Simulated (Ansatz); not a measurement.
# PbO2: the cost of one run

Method: DFT PBE, scalar-relativistic, plane waves, PAW, in Ansatz 0.2.0.

**1. The structure to begin with**

The structure is tetragonal, space group P4_2/mnm (No. 136). The conventional cell has a = 4.958 Å, b = 4.958 Å, c = 3.388 Å, α = 90.00°, β = 90.00°, γ = 90.00°. Around Pb (site symmetry mmm) lie 6 O at 2.15 to 2.17 Å. O (site symmetry m2m) has 3 Pb at 2.15 to 2.17 Å as nearest neighbours.

As a file:

```
Pb O
1.0
     4.95770    0.00000    0.00000
     0.00000    4.95770    0.00000
     0.00000    0.00000    3.38790
Pb O
2 4
Direct
  0.00000 0.00000 0.00000
  0.50000 0.50000 0.50000
  0.30720 0.30720 0.00000
  0.19280 0.80720 0.50000
  0.69280 0.69280 0.00000
  0.80720 0.19280 0.50000
```

The structure comes from the Crystallography Open Database.

**2. Ground state at the listed geometry**

The input, input.yaml:

```yaml
crystal:
  lattice:
    - [4.9577, 0.0, 0.0]
    - [0.0, 4.9577, 0.0]
    - [0.0, 0.0, 3.3879]
  atoms:
    - { symbol: Pb, position: [0.0, 0.0, 0.0] }
    - { symbol: Pb, position: [0.5, 0.5, 0.5] }
    - { symbol: O, position: [0.3072, 0.3072, 0.0] }
    - { symbol: O, position: [0.1928, 0.8072, 0.5] }
    - { symbol: O, position: [0.6928, 0.6928, 0.0] }
    - { symbol: O, position: [0.8072, 0.1928, 0.5] }
basis:
  ecutwfc: 420
  fft_grid_basis: typed
kpoints:
  mp_grid: { grid: [6, 6, 8] }
hamiltonian:
  xc: pbe
scf:
  occupations: { method: gaussian, width: 0.05 }
output:
  forces: true
  stress: true
  eigenvalues: true
  bader: true
  write_density: true
  volumetric_format: npy
  elf: true
```

Launch:

```
$ ansatz run input.yaml --threads 2 --pin off --max-ram 4096MiB --backend cpu --events-out ev --progress --plain --runs-dir out
```

**Question.** How long does this run take on 2 threads of Intel Xeon Platinum 8259CL at 2.50GHz (Skylake/Cascade Lake), shared host, and how much memory does it need?

About 33 s, with a peak of 0.47 GiB.
